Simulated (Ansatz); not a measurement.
# CdS: one crystal by all-electron and frozen-core methods

Does the method matter for CdS? The same cell, functional and mesh are run with all-electron LAPW, PAW on the default files and datasets made for this crystal.

The COD entry's cell or inner coordinates are ideal or old and differ from later refinements, so a difference from it is no clean test against experiment.

Program: Ansatz 0.2.0. Level of theory: DFT PBE, scalar-relativistic. These are calculated values, not measurements.

## Step 1: Starting point

The structure is cubic, space group F-43m (No. 216). Conventional cell: a = 5.820 Å, b = 5.820 Å, c = 5.820 Å, α = 90.00°, β = 90.00°, γ = 90.00°. Cd (site symmetry -43m) has 4 S at 2.52 Å as nearest neighbours. Around S (site symmetry -43m) lie 4 Cd at 2.52 Å.

Structure file:

```xyz
2
Lattice="0.0000 2.9100 2.9100 2.9100 0.0000 2.9100 2.9100 2.9100 0.0000" Properties=species:S:1:pos:R:3 pbc="T T T"
Cd    0.0000    0.0000    0.0000
S     4.3650    4.3650    4.3650
```

Structure: COD 1011260, as refined from experiment and not relaxed.

Atoms are numbered in the order of the input: Cd1, S2.

## Step 2: All-electron LAPW

File input.yaml:

```yaml
crystal:
  lattice:
    - [0.0, 2.91, 2.91]
    - [2.91, 0.0, 2.91]
    - [2.91, 2.91, 0.0]
  atoms:
    - { symbol: Cd, position: [0.0, 0.0, 0.0] }
    - { symbol: S, position: [0.75, 0.75, 0.75] }
kpoints:
  mp_grid: { grid: [9, 9, 9] }
  band_path:
    path:
      - [0.0, 0.0, 0.0]
      - [-0.5, -0.5, 0.0]
      - [-0.375, -0.375, 0.25]
      - [-0.375, 0.0, 0.375]
      - [0.0, 0.0, 0.0]
      - [0.0, 0.0, 0.5]
      - [-0.5, -0.25, 0.25]
      - [-0.5, -0.5, 0.0]
    npoints: 14
scf:
  occupations: { method: fermi_dirac, width: 0.03 }
hamiltonian:
  xc: pbe
  pseudopotentials: { kind: all_electron, lapw: { basis_error: 0.0005 } }
output:
  forces: true
  stress: true
  eigenvalues: true
  populations: true
  dos: { projected: true, de: 0.2, e_range: [-14, 8] }
```

Started as:

```console
ansatz run input.yaml --threads 1 --pin off --max-ram 2048MiB --backend cpu --events-out ev --progress --plain --runs-dir out
```

Log:

```text
Cd: projections on atomic orbitals take those of the free atom 1s2 2s2 2p6 3s2 3p6 3d10 4s2 4p6 4d10 5s2, of charge +0.00 (hamiltonian.pseudopotentials.projection_atoms)
S: projections on atomic orbitals take those of the free atom 1s2 2s2 2p6 3s2 3p4, of charge +0.00 (hamiltonian.pseudopotentials.projection_atoms)
LAPW: plane waves up to 8.389 Å⁻¹, error target 5.0e-4 eV per atom; small_component_spin mean_spin; S in spheres of 1.098 Å, 14 of its electrons in bands, Dirac shells []; Cd in spheres of 1.422 Å, 20 of its electrons in bands, Dirac shells []
Engine: ansatz 0.2.0
Pseudopotentials: kind: all_electron
Pseudopotential: Cd, LAPW, valence charge 20, Koelling and Harmon's equation, gaussian nucleus
Pseudopotential: S, LAPW, valence charge 14, Koelling and Harmon's equation, gaussian nucleus
Functional definition: PBE
  parameter kappa = 0.804
  parameter beta = 0.06672455060314922
  exchange = pbe_x(kappa = kappa, mu = beta*pi^2/3)
  correlation = pbe_c(beta = beta)
Crystal: 2 atoms, lattice volume = 49.284 Å³
Basis set: ecut = 268.14572076859656 eV, 531 PW (Γ), exchange–correlation at level 2
Bands: 21, of which v1, the nominal top of the filled ones, is band 17 counted from 1 (16 counted from 0)
Symmetry: 24 space group operations
Space group: F-43m (ITA 216), of the structure as read, at distance tolerance 3.7e-5 Å
k-points: 35 of 729 (time reversal used)
Non-local potential: Cd, projectors of the file, none
Non-local potential: S, projectors of the file, none
Initial density: superposition of atomic densities (chi_scale 0.1, normalization cell, long waves kept (reshape's long-wave potential 0.00 eV rms))
Initial wavefunctions: plane waves of lowest kinetic energy (no species holds an atomic orbital)
Functional: x = pbe(κ = 0.804, μ = 0.2195149727645171), c = pbe(β = 0.06672455060314922)
iter 1 solved again at ethr=4.28e-3 eV; its pass at ethr=1.00e-1 eV (dr2=1.46e0 eV) is discarded
SCF iter   1: F=—  HF=-163099.946048 eV  |F-HF|=—  |Δ(HF+E_count)|=         —  Δρ=3.82e-2  dr2=1.46e0  ethr=4.28e-3  ⟨swp⟩=2.0  Hψ=5031  notcnv=0
preconditioner: auto → none  [insulator: Δε(μ)=1.743 eV  Ē_g=11.991 eV  σ=0.030 eV  W_gap=1.00  n_scr=14 (ndim 8)  ℏωp=22.4 eV  f_vac=0.139  D(μ)=0.00/eV (n_scr^D=0)  ε∞_Penn≈4.5]
iter 2 solved again at ethr=1.50e-4 eV; its pass at ethr=4.28e-3 eV (dr2=5.11e-2 eV) is discarded
SCF iter   2: F=—  HF=-163099.456276 eV  |F-HF|=—  |Δ(HF+E_count)|=   4.90e-1  Δρ=1.13e-2  dr2=5.11e-2  ethr=1.50e-4  ⟨swp⟩=2.0  Hψ=3926  notcnv=0
SCF iter   3: F=—  HF=-163099.401880 eV  |F-HF|=—  |Δ(HF+E_count)|=   5.44e-2  Δρ=5.40e-3  dr2=1.26e-2  ethr=1.50e-4  ⟨swp⟩=3.0  Hψ=2336  notcnv=0
SCF iter   4: F=—  HF=-163099.401957 eV  |F-HF|=—  |Δ(HF+E_count)|=         —  Δρ=1.31e-3  dr2=7.64e-4  ethr=3.70e-5  ⟨swp⟩=2.0  Hψ=2157  notcnv=0
the basis was enlarged: its passes take 1.3 MiB over the memory plan, 1 of 1 planned eigensolver slots
SCF iter   5: F=—  HF=-163099.401609 eV  |F-HF|=—  |Δ(HF+E_count)|=   3.47e-4  Δρ=2.01e-4  dr2=1.43e-5  ethr=2.25e-6  ⟨swp⟩=2.0  Hψ=2017  notcnv=0
SCF iter   6: F=—  HF=-163099.401629 eV  |F-HF|=—  |Δ(HF+E_count)|=   1.94e-5  Δρ=3.53e-5  dr2=4.66e-7  ethr=4.22e-8  ⟨swp⟩=3.0  Hψ=2144  notcnv=0
SCF iter   7: F=-163099.401630 eV  HF=-163099.401630 eV  |F-HF|=8.76e-9  |Δ(HF+E_count)|=   1.34e-6  Δρ=3.99e-6  dr2=6.38e-9  ethr=1.37e-9  ⟨swp⟩=3.0  Hψ=2223  notcnv=0
SCF 1 converged in 7 iterations: F = -163099.401630 eV  dr2 = 6.38e-9
NSCF: frozen V_eff on 99 k-points
SCF converged after 7 iterations
Free energy (F): -163099.401630 eV
Harris-Foulkes:  -163099.401630 eV  (|F-HF|=8.76e-9)
Internal energy: -163099.401630 eV  (E = F + TS)
E sigma→0 (E₀):  -163099.401630 eV
Fermi energy:    8.447651 eV
--- Per-component energies (eV) ---
  E_band       = -1724.525280
  E_kinetic    = 170389.871467
  E_xc         = -4908.411444
  E_electrostatic = -328580.861654  (all electrons and nuclei)
  E_smearing   = -0.000000  (= −TS)
  E_closure    = 0.000000  (closes the sum)
  E_atoms      = -163093.279048  (free atoms, spherical and without spin; not in F)
  Σ components = -163099.401630   (vs F -163099.401630, Δ=0.00e0)
  Basis errors (estimates in eV, not in F): energy 2.2e-4 per atom: plane waves 2.0e-4 (1.2e-4 summed), levels above the bands 1.2e-117, relativity 2.0e-8, radial functions 1.9e-5, core shells 2.5e-7; eigenvalues (radial functions only) 5.0e-7; not estimated: angular momenta, meshes, grids; target (lapw.basis_error) 5.0e-4; muffin-tin radii S 1.098 Å, Cd 1.422 Å
--- Forces (eV/Å), atoms counted from 1 ---
  atom   1  Cd     0.00000000    -0.00000000     0.00000000
  atom   2  S     -0.00000000     0.00000000     0.00000000
  max |Σ_I F_I| component: 8.33e-17 eV/Å
--- Stress (GPa, compression-positive) ---
        3.332114      -0.000000      -0.000000
       -0.000000       3.332114       0.000000
       -0.000000       0.000000       3.332114
  P = ⅓ Tr σ = 3.3321 GPa (33.321 kbar)
--- Band table (eV; the first three rows and the last of 35) ---
  k-point 0: bands = ["-196.6357", "-141.4094", "-141.4094", "-141.4094", "-93.4701", "-54.5409", "-54.5409", "-54.5409", "-4.5579", "0.1004", "0.1004", "0.1004", "0.5896", "0.5896", "7.8480", "7.8480", "7.8480", "9.0080", "14.3764", "14.3764", "14.3764"]
  k-point 1: bands = ["-196.6357", "-141.4094", "-141.4094", "-141.4094", "-93.4701", "-54.5410", "-54.5409", "-54.5409", "-4.5074", "0.1188", "0.1188", "0.1425", "0.5886", "0.5886", "6.9811", "7.7492", "7.7492", "9.7278", "14.1554", "14.5384", "14.5384"]
  k-point 2: bands = ["-196.6357", "-141.4094", "-141.4094", "-141.4094", "-93.4701", "-54.5412", "-54.5410", "-54.5410", "-4.3787", "0.1617", "0.1617", "0.2907", "0.5914", "0.5914", "5.6719", "7.5131", "7.5131", "10.5176", "14.0548", "14.8342", "14.8342"]
  k-point 34: bands = ["-196.6357", "-141.4094", "-141.4094", "-141.4094", "-93.4701", "-54.5414", "-54.5413", "-54.5412", "-4.0010", "0.3288", "0.3537", "0.5389", "0.6067", "1.1965", "3.9330", "5.4621", "5.8918", "13.1795", "13.2140", "14.9259", "16.3408"]
--- Löwdin populations: 2 sites ---
  site symbol       q [e]
     0     Cd     46.7184
     1      S     17.0926
  spilling = 0.002954 (of n_electrons = 64.000000)
```

It took 21 s on 1 thread of Arm Neoverse V2, shared host; peak memory 0.3 GiB.

In short: pressure 3.33 GPa; gap 1.16 eV, direct at Γ.

Levels at the path's labelled points, in eV from the valence-band top:

```csv
point,band 14,band 15,band 16,band 17,band 18,band 19,band 20
Γ,-7.26,0.00,0.00,0.00,1.16,6.53,6.53
X,-6.81,-3.98,-1.90,-1.90,3.55,4.36,9.22
U,-6.67,-3.96,-2.56,-1.54,4.24,5.46,8.49
K,-6.67,-3.96,-2.56,-1.54,4.24,5.46,8.49
Γ,-7.26,0.00,0.00,0.00,1.16,6.53,6.53
L,-6.87,-4.44,-0.76,-0.76,3.02,7.00,7.00
W,-6.62,-3.93,-2.29,-2.21,5.43,5.45,7.24
X,-6.81,-3.98,-1.90,-1.90,3.55,4.36,9.22
```

States per cell in windows of 1 eV (zero at the valence-band top; grid of 0.20 eV, so sharp peaks spill over the borders):

```
from  to  total  Cd 4d  S 3p  Cd 5s
 -10  -9   0.00   0.00  0.00   0.00
  -9  -8   0.00   0.00  0.00   0.00
  -8  -7   9.05   8.63  0.33   0.04
  -7  -6   0.95   0.85  0.01   0.01
  -6  -5   0.00   0.00  0.00   0.00
  -5  -4   0.73   0.02  0.48   0.21
  -4  -3   0.93   0.06  0.58   0.23
  -3  -2   1.12   0.07  0.93   0.06
  -2  -1   2.29   0.13  2.03   0.03
  -1   0   0.93   0.07  0.84   0.00
   0   1   0.00   0.00  0.00   0.00
   1   2   0.02   0.00  0.00   0.01
   2   3   0.15   0.00  0.04   0.08
   3   4   0.87   0.00  0.17   0.39
   4   5   1.25   0.00  0.24   0.43
   5   6   1.35   0.00  0.14   0.16
```

## Step 3: PAW on the default files

input.yaml, as its differences from that of step 2:

```diff
@@ -25,3 +25,3 @@
   xc: pbe
-  pseudopotentials: { kind: all_electron, lapw: { basis_error: 0.0005 } }
+  pseudopotentials: { kind: paw }
 output:
@@ -30,3 +30,9 @@
   eigenvalues: true
+  efg: { contact_densities: true }
   populations: true
+  bader: true
   dos: { projected: true, de: 0.2, e_range: [-14, 8] }
+  write_density: true
+  write_potential: true
+  elf: true
+  volumetric_format: npy
```

Started as:

```console
ansatz run input.yaml --threads 1 --pin off --max-ram 2048MiB --backend cpu --events-out ev --progress --plain --runs-dir out
```

Log:

```text
Cd: output.efg is read without spin–orbit coupling, which moves field gradients at and beside such atoms by some per cent and up to a factor of two; PAW files take it under magnetization.noncollinear and magnetization.spin_orbit
[... 1 set-up line as earlier in the session ...]
Pseudopotentials: kind: paw
Pseudopotential: Cd, paw, valence charge 20, recommended cutoff 420 eV (normal)
Pseudopotential: S, paw, valence charge 6, recommended cutoff 420 eV (normal)
[... 5 set-up lines as earlier in the session ...]
Crystal: 2 atoms, lattice volume = 49.284 Å³
Basis set: ecut = 420 eV, 941 PW (Γ), exchange–correlation on 60×60×60 points (8 copies of the dense FFT grid, shifted against one another)
Bands: 17, of which v1, the nominal top of the filled ones, is band 13 counted from 1 (12 counted from 0)
[... 2 set-up lines as earlier in the session ...]
k-points: 35 of 729 (time reversal used)
Non-local potential: Cd, projectors of the file, l = 0: 3, l = 1: 2, l = 2: 2, l = 3: 1
Non-local potential: S, projectors of the file, l = 0: 2, l = 1: 2, l = 2: 2
PAW form: soft (Blöchl's): semilocal exchange-correlation on the pseudo side does not see the compensation charge
PAW one-centre angular grid: Cd, 590 points (default); XC on 64 Gauss nodes
PAW one-centre angular grid: S, 110 points (default); XC on 64 Gauss nodes
Initial density: superposition of atomic densities (neutral atoms: chi_scale 0, normalization atom), corrected by the library's trained network
Initial wavefunctions: pseudopotential atomic-orbital guess
[... 1 set-up line as earlier in the session ...]
SCF iter   1: F=—  HF=-9157.800936 eV  |F-HF|=—  |Δ(HF+E_count)|=         —  Δρ=5.99e-4  dr2=2.13e-4  ethr=1.77e-3  ⟨swp⟩=5.7  Hψ=2951  notcnv=0
preconditioner: auto → none  [insulator: Δε(μ)=1.155 eV  Ē_g=12.403 eV  σ=0.030 eV  W_gap=1.00  n_scr=14 (ndim 8)  ℏωp=22.4 eV  f_vac=0.127  D(μ)=0.00/eV (n_scr^D=0)  ε∞_Penn≈4.3]
SCF iter   2: F=—  HF=-9157.801611 eV  |F-HF|=—  |Δ(HF+E_count)|=   6.74e-4  Δρ=3.33e-4  dr2=3.18e-5  ethr=8.21e-7  ⟨swp⟩=2.4  Hψ=1386  notcnv=0
SCF iter   3: F=—  HF=-9157.801647 eV  |F-HF|=—  |Δ(HF+E_count)|=   3.58e-5  Δρ=1.17e-4  dr2=3.09e-6  ethr=1.22e-7  ⟨swp⟩=2.1  Hψ=898  notcnv=0
SCF iter   4: F=—  HF=-9157.801666 eV  |F-HF|=—  |Δ(HF+E_count)|=   1.99e-5  Δρ=3.23e-5  dr2=2.43e-7  ethr=1.19e-8  ⟨swp⟩=2.0  Hψ=910  notcnv=0
iter 5 did not close the SCF: its close was put off for the readings that it lacked (scf_convergence_deferred on its scf_iter line)
SCF iter   5: F=-9157.801668 eV  HF=-9157.801668 eV  |F-HF|=4.55e-8  |Δ(HF+E_count)|=   1.90e-6  Δρ=6.88e-6  dr2=3.35e-8  ethr=9.35e-10  ⟨swp⟩=2.0  Hψ=910  notcnv=0
SCF iter   6: F=-9157.801668 eV  HF=-9157.801668 eV  |F-HF|=2.48e-9  |Δ(HF+E_count)|=   5.93e-8  Δρ=3.03e-6  dr2=3.11e-9  ethr=1.29e-10  ⟨swp⟩=5.2  Hψ=3287  notcnv=0
SCF 1 converged in 6 iterations: F = -9157.801668 eV  dr2 = 3.11e-9
NSCF: frozen V_eff on 99 k-points
SCF converged after 6 iterations
Free energy (F): -9157.801668 eV
Harris-Foulkes:  -9157.801668 eV  (|F-HF|=2.48e-9)
Internal energy: -9157.801668 eV  (E = F + TS)
E sigma→0 (E₀):  -9157.801668 eV
Fermi energy:    7.604477 eV
--- Per-component energies (eV) ---
  E_band       = -504.647377
  E_kinetic    = 612.193949
  E_local      = -4002.160205  (includes V_loc(G=0)·N_el)
  E_nonlocal   = 62.135988
  E_hartree    = 1838.862570
  E_xc         = -274.075364
  E_vxc        = -309.360326  (∫ρ·V_xc dr)
  E_paw        = -4683.735268  (= ΣΔE_a)
  E_vpaw       = -545.180768  (= ΣTr[D̂ρ^β])
  E_aug_tail   = 0.000016  (compensation charges beyond the density's cutoff)
  E_ewald      = -2711.023354
  E_smearing   = -0.000000  (= −TS)
  E_closure    = 0.000000  (closes the sum)
  Σ components = -9157.801668   (vs F -9157.801668, Δ=0.00e0)
--- Forces (eV/Å), atoms counted from 1 ---
  atom   1  Cd    -0.00000000     0.00000000     0.00000000
  atom   2  S      0.00000000    -0.00000000    -0.00000000
  max |Σ_I F_I| component: 8.33e-17 eV/Å
--- Stress (GPa, compression-positive) ---
        3.296971       0.000000      -0.000000
        0.000000       3.296971       0.000000
       -0.000000       0.000000       3.296971
  P = ⅓ Tr σ = 3.2970 GPa (32.970 kbar)
--- PAW observables at the nuclei: V_zz in 10²¹ V/m², potentials from the cell's mean, atoms counted from 1 ---
  atom   1  Cd V_zz =    +0.000000   η = 0.0000   by run symmetry: forbidden
            electrostatic potential = -7704.259467 V   contact ρ = 1035902.745191 e/Å³
  atom   2  S  V_zz =    -0.000000   η = 0.0000   by run symmetry: forbidden
            electrostatic potential = -1633.735035 V   contact ρ = 19766.363140 e/Å³
--- Band table (eV; the first three rows and the last of 35) ---
  k-point 0: bands = ["-94.3047", "-55.3775", "-55.3775", "-55.3775", "-5.4019", "-0.7410", "-0.7410", "-0.7410", "-0.2510", "-0.2510", "7.0049", "7.0049", "7.0049", "8.1648", "13.5291", "13.5291", "13.5291"]
  k-point 1: bands = ["-94.3047", "-55.3775", "-55.3775", "-55.3775", "-5.3514", "-0.7226", "-0.7226", "-0.6989", "-0.2520", "-0.2520", "6.1377", "6.9060", "6.9060", "8.8845", "13.3090", "13.6911", "13.6911"]
  k-point 2: bands = ["-94.3047", "-55.3777", "-55.3775", "-55.3775", "-5.2228", "-0.6797", "-0.6797", "-0.5507", "-0.2492", "-0.2492", "4.8283", "6.6698", "6.6698", "9.6740", "13.2098", "13.9869", "13.9869"]
  k-point 34: bands = ["-94.3047", "-55.3780", "-55.3779", "-55.3777", "-4.8452", "-0.5124", "-0.4874", "-0.3019", "-0.2340", "0.3557", "3.0889", "4.6179", "5.0477", "12.3355", "12.3696", "14.0803", "15.4962"]
--- Löwdin populations: 2 sites ---
  site symbol       q [e]
     0     Cd     18.7257
     1      S      7.0793
  spilling = 0.007500 (of n_electrons = 26.000000)
--- Bader charges: 2 sites ---
  site symbol  charge [e]  shift [e]
     0     Cd      0.8497     0.0037
     1      S     -0.8497     0.0037
  estimated error of the sums over rays = 2.2e-4 e
```

Wall time 19 s (1 thread of Arm Neoverse V2, shared host); peak memory 0.36 GiB.

Result: pressure 3.30 GPa; gap 1.16 eV, direct at Γ.

| atom | Bader charge (e) | basin volume (Å³) |
| --- | --- | --- |
| Cd1 | +0.85 | 20.93 |
| S2 | -0.85 | 28.36 |

The fields are shown in the conventional cell of this run's space group, carried over from its grid by interpolation.

Density in a lattice plane of the grid's cell (edges 5.82 and 5.82 Å, at 0.000 of the third edge), which holds Cd.

Ten even steps from ' ' (0.01 e/Å³) to '@' (26.56 e/Å³):
```
**++::                                      ::++
::..                                          ..
                                                
                                                
                                                
                                                
                                                
                      ..::..                    
                    ::++**++::                  
                  ..--##@@##--..                
                    ::++**++::                  
                      ..::..                    
                                                
                                                
                                                
                                                
                                                
::..                                          ..
**++::                                      ::++
@@##--..                                  ..--##
```
Columns run along the first of these edges and rows up along the second, over one cell in 24 and 20 even steps from the bottom left corner. Atoms in the plane (fractional): Cd at (0.00, 0.00), Cd at (0.50, 0.50).

ELF in the same plane.

Ten even steps from '0' (0.01) to '9' (0.92):
```
875421100000000000112457
554211111000000011111245
332112232100000123221123
111123443210001234432111
111234543211111234543211
001234432111111123443210
000123221123332112232100
000011111245554211111000
000000112457875421100000
000000112468986421100000
000000112457875421100000
000011111245554211111000
000123221123332112232100
001234432111111123443210
111234543211111234543211
111123443210001234432111
332112232100000123221123
554211111000000011111245
875421100000000000112457
986421100000000000112468
```
Columns run along the first of these edges and rows up along the second, over one cell in 24 and 20 even steps from the bottom left corner. Atoms in the plane (fractional): Cd at (0.00, 0.00), Cd at (0.50, 0.50).

Both are smooth fields of the valence electrons: close to the nuclei they are not physical.

The highest ELF values outside the cores: 0.89 in the shell around S, 0.8 Å from S.

## Step 4: Datasets made for this crystal

input.yaml, as its differences from that of step 3:

```diff
@@ -20,3 +20,3 @@
       - [-0.5, -0.5, 0.0]
-    npoints: 14
+    npoints: 8
 scf:
@@ -25,3 +25,3 @@
   xc: pbe
-  pseudopotentials: { kind: paw }
+  pseudopotentials: { kind: all_electron, datasets: crystal }
 output:
@@ -31,8 +31 @@
   efg: { contact_densities: true }
-  populations: true
-  bader: true
-  dos: { projected: true, de: 0.2, e_range: [-14, 8] }
-  write_density: true
-  write_potential: true
-  elf: true
-  volumetric_format: npy
```

Started as:

```console
ansatz run input.yaml --threads 1 --pin off --max-ram 2048MiB --backend cpu --events-out ev --progress --plain --runs-dir out
```

Log (excerpt; [...] marks lines left out):

```text
[...]
Cd: output.efg is read without spin–orbit coupling, which moves field gradients at and beside such atoms by some per cent and up to a factor of two; PAW files take it under magnetization.noncollinear and magnetization.spin_orbit
[...]
[... 1 set-up line as earlier in the session ...]
Pseudopotential: Cd, paw, valence charge 20, recommended cutoff 260 eV (normal), Koelling and Harmon's equation, gaussian nucleus
Pseudopotential: S, paw, valence charge 6, recommended cutoff 260 eV (normal), Koelling and Harmon's equation, gaussian nucleus
[... 1 set-up line as earlier in the session ...]
[...]
Crystal: 2 atoms, lattice volume = 49.284 Å³
Basis set: ecut = 260 eV, 459 PW (Γ), exchange–correlation on 48×48×48 points (8 copies of the dense FFT grid, shifted against one another)
Bands: 13, of which v1, the nominal top of the filled ones, is band 9 counted from 1 (8 counted from 0)
[... 1 set-up line as earlier in the session ...]
[...]
  atom   1  Cd    -0.00000000    -0.00000000     0.00000000
  atom   2  S      0.00000000     0.00000000    -0.00000000
[...]
--- Stress (GPa, compression-positive) ---
        3.329866       0.000000      -0.000000
        0.000000       3.329866       0.000000
       -0.000000       0.000000       3.329866
  P = ⅓ Tr σ = 3.3299 GPa (33.299 kbar)
  It holds what live shells' own plane waves past their cutoff add
--- PAW observables at the nuclei: V_zz in 10²¹ V/m², potentials from the cell's mean, atoms counted from 1 ---
  atom   1  Cd V_zz =    +0.000000   η = 0.0000   by run symmetry: forbidden
            electrostatic potential = -7704.149714 V   contact ρ = 1035883.150837 e/Å³
  atom   2  S  V_zz =    +0.000000   η = 0.0000   by run symmetry: forbidden
            electrostatic potential = -1633.615845 V   contact ρ = 19784.458490 e/Å³
--- Band table (eV; the first three rows and the last of 35) ---
  k-point 0: bands = ["-4.5578", "0.1005", "0.1005", "0.1005", "0.5897", "0.5897", "7.8481", "7.8481", "7.8481", "9.0081", "14.3765"]
[...]
```

Wall time 15 s (1 thread of Arm Neoverse V2, shared host); peak memory 0.5 GiB.

This run gives: pressure 3.33 GPa; gap 1.16 eV, direct at Γ.

| atom | contact density (e/Å³) |
| --- | --- |
| Cd1 | 1035883 |
| S2 | 19784.46 |

## Step 5: Comparison

Highest filled and lowest empty level at the labelled points (eV from each run's valence-band top):

```csv
point,LAPW top,LAPW bottom,PAW top,PAW bottom,crystal datasets top,crystal datasets bottom
Γ,0.00,1.16,0.00,1.16,0.00,1.16
X,-1.90,3.55,-1.90,3.55,-1.90,3.55
U,-1.54,4.24,-1.54,4.24,-1.54,4.24
K,-1.54,4.24,-1.54,4.24,-1.54,4.24
Γ,0.00,1.16,0.00,1.16,0.00,1.16
L,-0.76,3.02,-0.76,3.02,-0.76,3.02
W,-2.21,5.43,-2.21,5.43,-2.21,5.43
X,-1.90,3.55,-1.90,3.55,-1.90,3.55
```

| method | pressure (GPa) | gap (eV) | SCF cycles, all passes |
| --- | --- | --- | --- |
| LAPW | 3.33 | 1.16 | 7 |
| PAW | 3.30 | 1.16 | 6 |
| crystal datasets | 3.33 | 1.16 | 8 |

## Step 6: Summary of results

| quantity | value |
| --- | --- |
| pressure | LAPW 3.33, PAW 3.30, crystal datasets 3.33 GPa |
| gap (LAPW) | 1.16 eV, direct at Γ |
| Bader charges (PAW) | Cd1 +0.85, S2 -0.85 e |
| highest ELF (PAW) | 0.89, 0.84 Å from S |

What this shows: The pressure of 3.3 GPa pushes the cell to expand, with the atoms held in place. A gap opens: 1.16 eV, direct at Γ. It is the Kohn-Sham gap of a semilocal functional, which mostly lies below the gap found in experiment. The top eV of the valence band is mostly S 3p (92 % of the projected weight). The projection holds only the free atom's occupied shells (Cd 5s, Cd 4d, S 3s, S 3p in this range). In pressure, PAW differs from LAPW by -0.04 GPa and less than 0.01 eV in the gap.
